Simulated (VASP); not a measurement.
# GaN (P6_3mc) in VASP: further runs, part 3 of 3

VASP 6.6.1. The steps go on from the part before.

## Step 6: Band structure, TB-mBJ

POSCAR

```
GaN                                     
1.0
    3.1802324013      0.0000000000      0.0000000000
   -1.5901162006      2.7541620494      0.0000000000
   -0.0000000000      0.0000000000      5.1832207758
  Ga              N             
     2     2
Direct
     0.3333333332999970    0.6666666667000030    0.9992402581362281
     0.6666666667000030    0.3333333332999970    0.4992402581362280
     0.3333333332999970    0.6666666667000030    0.3757597418637720
     0.6666666667000030    0.3333333332999970    0.8757597418637719
```

INCAR.step1

```
SYSTEM = GaN
PREC = Accurate ; ENCUT = 520
EDIFF = 1E-5 ; ISMEAR = 0
SIGMA = 0.03 ; LREAL = .FALSE.
LASPH = .TRUE. ; NELM = 80
ALGO = Normal ; ISIF = 2
LWAVE = .TRUE. ; LCHARG = .FALSE.
KPAR = 2 ; GGA = PE
```

INCAR.step2

```
SYSTEM = GaN
PREC = Accurate ; ENCUT = 520
EDIFF = 1E-6 ; ISMEAR = 0
SIGMA = 0.03 ; LREAL = .FALSE.
LASPH = .TRUE. ; NELM = 80
ALGO = Normal ; ISIF = 2
LWAVE = .FALSE. ; LCHARG = .FALSE.
METAGGA = MBJ ; KPAR = 2
ISTART = 1
```

KPOINTS

```
regular mesh
0
G
  12 12 5
  0 0 0
```

KPOINTS_OPT is that of step 5.

Potentials or basis: VASP PAW PBE potentials, release 64 (Ga_d, N).

Command:

```
$ cat potpaw_PBE.64/Ga_d/POTCAR potpaw_PBE.64/N/POTCAR > POTCAR
$ cp INCAR.step1 INCAR
$ mpirun -np 2 vasp_std > vasp.out
$ cp INCAR.step2 INCAR
$ mpirun -np 2 vasp_std > vasp.out
```

OUTCAR:

```text
SYSTEM = GaN
   PREC = Accurate
   ENCUT = 520
   EDIFF = 1E-6
   ISMEAR = 0
   LREAL = .FALSE.
   LASPH = .TRUE.
   NELM = 80
   ISIF = 2
   METAGGA = MBJ
   ISTART = 1

 ion  position               nearest neighbor table
   1  0.333  0.667  0.999-   4 1.94   4 1.94   4 1.94   3 1.95
   2  0.667  0.333  0.499-   3 1.94   3 1.94   3 1.94   4 1.95
   3  0.333  0.667  0.376-   2 1.94   2 1.94   2 1.94   1 1.95
   4  0.667  0.333  0.876-   1 1.94   1 1.94   1 1.94   2 1.95

  LATTYP: Found a hexagonal cell.
 ALAT       =     3.1802324013
 C/A-ratio  =     1.6298245291

  Lattice vectors:

 A1 = (   3.1802324013,   0.0000000000,   0.0000000000)
 A2 = (  -1.5901162006,   2.7541620494,   0.0000000000)
 A3 = (   0.0000000000,   0.0000000000,   5.1832207758)

Analysis of symmetry for initial positions (statically):
=====================================================================
 Subroutine PRICEL returns:
 Original cell was already a primitive cell.

 Routine SETGRP: Setting up the symmetry group for a
 hexagonal supercell.

 Subroutine GETGRP returns: Found 12 space group operations
 (whereof  6 operations were pure point group operations)
 out of a pool of 24 trial point group operations.

The static configuration has the point symmetry C_3v.
 The point group associated with its full space group is C_6v.

Analysis of symmetry for dynamics (positions and initial velocities):
=====================================================================
 Subroutine PRICEL returns:
 Original cell was already a primitive cell.

 Routine SETGRP: Setting up the symmetry group for a
 hexagonal supercell.

 Subroutine GETGRP returns: Found 12 space group operations
 (whereof  6 operations were pure point group operations)
 out of a pool of 24 trial point group operations.

The dynamic configuration has the point symmetry C_3v.
 The point group associated with its full space group is C_6v.

 Subroutine INISYM returns: Found 12 space group operations
 (whereof  6 operations are pure point group operations),
 and found     1 'primitive' translations

----------------------------------------------------------------------------------------

                                     Primitive cell

  volume of cell :      45.3992

  direct lattice vectors                    reciprocal lattice vectors
     3.180232401  0.000000000  0.000000000     0.314442429  0.181543421  0.000000000
    -1.590116201  2.754162049  0.000000000     0.000000000  0.363086842  0.000000000
     0.000000000  0.000000000  5.183220776     0.000000000  0.000000000  0.192930235

  length of vectors
     3.180232401  3.180232401  5.183220776     0.363086842  0.363086842  0.192930235

  position of ions in fractional coordinates (direct lattice)
     0.333333333  0.666666667  0.999240258
     0.666666667  0.333333333  0.499240258
     0.333333333  0.666666667  0.375759742
     0.666666667  0.333333333  0.875759742

  ion indices of the primitive-cell ions
   primitive index   ion index
                 1           1
                 2           2
                 3           3
                 4           4

----------------------------------------------------------------------------------------

 KPOINTS: regular mesh

Automatic generation of k-mesh.
 Grid dimensions read from file:
 generate k-points for:   12   12    5

 Generating k-lattice:

  Cartesian coordinates                     Fractional coordinates (reciprocal lattice)
     0.026203536  0.015128618  0.000000000     0.083333333  0.000000000  0.000000000
     0.000000000  0.030257237  0.000000000     0.000000000  0.083333333  0.000000000
     0.000000000  0.000000000  0.038586047     0.000000000  0.000000000  0.200000000

  Length of vectors
     0.030257237  0.030257237  0.038586047

  Shift w.r.t. Gamma in fractional coordinates (k-lattice)
     0.000000000  0.000000000  0.000000000

 Subroutine IBZKPT returns following result:
 ===========================================

 Found     57 irreducible k-points:

 Following reciprocal coordinates:
            Coordinates               Weight
  0.000000  0.000000  0.000000      1.000000
  0.083333  0.000000  0.000000      6.000000
  0.166667  0.000000  0.000000      6.000000
  0.250000  0.000000  0.000000      6.000000
  0.333333  0.000000  0.000000      6.000000
  0.416667  0.000000  0.000000      6.000000
[... 16 lines left out ...]
  0.250000  0.000000  0.200000     12.000000
  0.333333  0.000000  0.200000     12.000000
 [... further k-points ...]
   k-points           NKPTS =     57   k-points in BZ     NKDIM =     57   number of bands    NBANDS=     22
   number of dos      NEDOS =    301   number of ions     NIONS =      4
   total plane-waves  NPLWV =  23040
   dimension x,y,z NGX =    24 NGY =   24 NGZ =   40
   dimension x,y,z NGXF=    48 NGYF=   48 NGZF=   80
   ions per type =               2   2
   NGX,Y,Z   is equivalent  to a cutoff of  12.55, 12.55, 12.83 a.u.
   NGXF,Y,Z  is equivalent  to a cutoff of  25.09, 25.09, 25.66 a.u.
 SYSTEM =  GaN
   PREC   = accura    normal or accurate (medium, high low for compatibility)
   ISTART =      1    job   : 0-new  1-cont  2-samecut
   ICHARG =      0    charge: 1-file 2-atom 10-const
   ISPIN  =      1    spin polarized calculation?
   LNONCOLLINEAR =      F non collinear calculations
   LSORBIT =      F    spin-orbit coupling
   LASPH  =      T    aspherical Exc in radial PAW
   ENCUT  =  520.0 eV  38.22 Ry    6.18 a.u.   5.91  5.91  9.64*2*pi/ulx,y,z
   NELM   =     80;   NELMIN=  2; NELMDL=  0     # of ELM steps
   EDIFF  = 0.1E-05   stopping-criterion for ELM
   LREAL  =      F    real-space projection
   EDIFFG = 0.1E-04   stopping-criterion for IOM
   NSW    =      0    number of steps for IOM
   IBRION =     -1    ionic relax: 0-MD 1-quasi-New 2-CG
   NFREE  =      0    steps in history (QN), initial steepest desc. (CG)
   ISIF   =      2    stress and relaxation
   ISYM   =      2    0-nonsym 1-usesym 2-fastsym
   POTIM  = 0.5000    time-step for ionic-motion
   TEBEG  =    0.0;   TEEND  =   0.0 temperature during run
   PSTRESS=    0.0 pullay stress
   NELECT =      36.0000    total number of electrons
   NUPDOWN=      -1.0000    fix difference up-down
   EMIN   =  10.00;   EMAX   =-10.00  energy-range for DOS
   EFERMI =   0.00;   METHOD = LEGACY
   ISMEAR =     0;   SIGMA  =   0.03  broadening in eV -4-tet -1-fermi 0-gaus
   EFERMI_NEDOS =   21; number of points for ismear=-14 and -15
   IALGO  =     38    algorithm
   IMIX   =      4    mixing-type and parameters
     AMIX     =   0.40;   BMIX     =  1.00
     AMIX_MAG =   1.60;   BMIX_MAG =  1.00
  volume/ion in A,a.u.               =      11.35        76.59
  Fermi-wavevector in a.u.,A,eV,Ry     =   1.515280  2.863465 31.239989  2.296074
  Thomas-Fermi vector in A             =   2.624825
   LORBIT       =      0    0 simple, 1 ext, 2 COOP (PROOUT), +10 PAW based schemes
   METAGGA = MBJ    functional components
   LHFCALC =     F    Hartree Fock is set to
   AEXX    =    0.0000 exact exchange contribution
   IVDW    =     0    specifies the selected vdW correction
   LEPSILON=     F    determine dielectric tensor
   LRPA    =     F    only Hartree local field effects (RPA)
 non-spin polarized calculation
 Gauss-broadening in eV      SIGMA  =   0.03
  energy-cutoff  :      520.00
  volume of cell :       45.40
 maximum number of plane-waves:      1244
 NGX is ok and might be reduce to    24
   NGX = 11   NGY = 11   NGZ = 19

 number of electron      35.9999996 magnetization

 Free energy of the ion-electron system (eV)
  ---------------------------------------------------
  ext. energy  EPLUGINS =         0.00000000
  ---------------------------------------------------
  free energy    TOTEN  =       213.06155991 eV

  energy without entropy =      213.06155991  energy(sigma->0) =      213.06155991

 E-fermi :   5.9783     XC(G=0): -12.7115

 val. band max:        5.8194923366   @ k =   0.0000   0.0000   0.0000
 cond. band min:       8.9447850089   @ k =   0.0000   0.0000   0.0000
 fundamental gap:      3.1252926723
 Fermi energy:         5.9783422866

 k-point     1 :       0.0000    0.0000    0.0000
  band No.  band energies     occupation
      1     -10.5739      2.00000
      2      -9.6777      2.00000
      3      -7.4042      2.00000
      4      -7.3926      2.00000
      5      -7.3926      2.00000
      6      -7.3196      2.00000
[... 574 lines left out ...]
      6      -7.1919      2.00000
[... 14 lines left out ...]
     21      14.2479      0.00000
     22      15.4824      0.00000

 [... further k-points ...]
[... 5 lines left out ...]
  --------------------------------------------------------------------------------------
  -------------------------------------------------------------------------------------
  Total     -225.7959801   -225.7959801   -225.8431558     -0.0000000      0.0000000      0.0000000
  in kB    -7968.5395570  -7968.5395566  -7970.2044290     -0.0000001      0.0000000      0.0000000
  external PRESSURE =   -7969.0945142 kB  Pullay stress =       0.0000000 kB

 VOLUME and BASIS-vectors are now :
 -----------------------------------------------------------------------------
  energy-cutoff  :      520.00
  volume of cell :       45.40
      direct lattice vectors                 reciprocal lattice vectors
     3.180232401  0.000000000  0.000000000     0.314442429  0.181543421  0.000000000
    -1.590116201  2.754162049  0.000000000     0.000000000  0.363086842  0.000000000
     0.000000000  0.000000000  5.183220776     0.000000000  0.000000000  0.192930235

 POSITION                                       TOTAL-FORCE (eV/Angst)
 -----------------------------------------------------------------------------------
     -0.00000      1.83611      5.17928        -0.000000      0.000000      0.054797
      1.59012      0.91805      2.58767         0.000000     -0.000000      0.054797
     -0.00000      1.83611      1.94765        -0.000000      0.000000     -0.054797
      1.59012      0.91805      4.53926        -0.000000      0.000000     -0.054797
 -----------------------------------------------------------------------------------
    total drift:                               -0.000001     -0.000002      0.346705

  FREE ENERGIE OF THE ION-ELECTRON SYSTEM (eV)
  ---------------------------------------------------
  free  energy   TOTEN  =       213.0615599119 eV

  energy  without entropy=      213.0615599119  energy(sigma->0) =      213.06155991
```

It took 2.3 min on 2 MPI ranks of Intel Xeon Platinum 8488C (Sapphire Rapids), shared host; peak memory 0.22 GiB.

Results:

```
Band gap on the k mesh  : 3.13 eV, direct
Band gap along the path : 3.13 eV, direct
```

Levels at the corners of the path, in eV from the valence-band top:
| point | band 16 | band 17 | band 18 | band 19 | band 20 | band 21 |
| --- | --- | --- | --- | --- | --- | --- |
| Γ | -0.03 | 0.00 | 0.00 | 3.13 | 5.72 | 10.66 |
| M | -2.57 | -1.97 | -0.94 | 6.52 | 6.86 | 7.32 |
| M | -2.57 | -1.97 | -0.94 | 6.52 | 6.86 | 7.32 |
| K | -2.74 | -2.74 | -2.51 | 6.52 | 9.25 | 9.25 |
| K | -2.74 | -2.74 | -2.51 | 6.52 | 9.25 | 9.25 |
| Γ | -0.03 | 0.00 | 0.00 | 3.13 | 5.72 | 10.66 |
| Γ | -0.03 | 0.00 | 0.00 | 3.13 | 5.72 | 10.66 |
| A | -0.49 | -0.49 | -0.49 | 5.50 | 5.50 | 9.89 |
| A | -0.49 | -0.49 | -0.49 | 5.50 | 5.50 | 9.89 |
| L | -1.81 | -1.77 | -1.77 | 5.77 | 5.77 | 9.21 |
| L | -1.81 | -1.77 | -1.77 | 5.77 | 5.77 | 9.21 |
| H | -3.83 | -1.40 | -1.40 | 7.79 | 7.79 | 8.61 |
| H | -3.83 | -1.40 | -1.40 | 7.79 | 7.79 | 8.61 |
| A | -0.49 | -0.49 | -0.49 | 5.50 | 5.50 | 9.89 |
| L | -1.81 | -1.77 | -1.77 | 5.77 | 5.77 | 9.21 |
| M | -2.57 | -1.97 | -0.94 | 6.52 | 6.86 | 7.32 |
| K | -2.74 | -2.74 | -2.51 | 6.52 | 9.25 | 9.25 |
| H | -3.83 | -1.40 | -1.40 | 7.79 | 7.79 | 8.61 |

Caveat: the PAW data sets were made with another functional, which shifts forces and pressure a little.

## Step 7: Summary

| level | potentials or basis | spin | k mesh | gap on the mesh (eV) | pressure (GPa) |
| --- | --- | --- | --- | --- | --- |
| PBE | VASP PAW PBE potentials, release 64 (Ga_d, N) | off | 12 × 12 × 5 | 1.95 | 6.6 |
| LDA | VASP PAW LDA potentials, release 64 (Ga_d, N) | off | 12 × 12 × 5 | 1.97 | -4.1 |
| r2SCAN | VASP PAW PBE potentials, release 64 (Ga_d, N) | off | 12 × 12 × 5 | 2.35 | 1.5 |
| PBE | VASP PAW PBE potentials, release 64 (Ga_d, N) | SOC, no magnetisation | 9 × 9 × 4 | - | 6.6 |
| TB-mBJ | VASP PAW PBE potentials, release 64 (Ga_d, N) | off | 12 × 12 × 5 | 3.13 | - |

Alike in all rows: task band structure; cell as given; cutoff (eV) 520; smearing gaussian 0.03 eV.

Caveats: the PAW data sets were made with another functional, which shifts forces and pressure a little (some runs).

Total energies depend on the potentials used, so only differences within one code and one set of settings carry meaning.

## Step 8: Comparison with measurements

Step 2. A measured gap of GaN is 3.503 eV (direct; quoted in “Studying electronic properties in GaN without electrical contacts using γ-γ vs e−-γ Perturbed Angular Correlations”, 2019, pmc:6823545); the calculated 1.95 eV misses it by -1.55 eV. Spin-orbit coupling on Ga is left out. The value is that of PBE, without temperature or zero-point motion. Semilocal functionals fall short of measured gaps as a rule.

Step 3. Measured gap of GaN: 3.503 eV (direct; quoted in “Studying electronic properties in GaN without electrical contacts using γ-γ vs e−-γ Perturbed Angular Correlations”, 2019, pmc:6823545). This calculation gives 1.97 eV (-1.54 eV). Spin-orbit coupling on Ga is left out. The value is that of LDA, without temperature or zero-point motion. Semilocal functionals fall short of measured gaps as a rule.

Step 4. Measured gap of GaN: 3.503 eV (direct; quoted in “Studying electronic properties in GaN without electrical contacts using γ-γ vs e−-γ Perturbed Angular Correlations”, 2019, pmc:6823545). This calculation gives 2.35 eV (-1.15 eV). Spin-orbit coupling on Ga is left out. The value is that of r2SCAN, without temperature or zero-point motion.

Step 6. A measured gap of GaN is 3.503 eV (direct; quoted in “Studying electronic properties in GaN without electrical contacts using γ-γ vs e−-γ Perturbed Angular Correlations”, 2019, pmc:6823545); the calculated 3.13 eV misses it by -0.38 eV. Spin-orbit coupling on Ga is left out. The value is that of TB-mBJ, without temperature or zero-point motion.
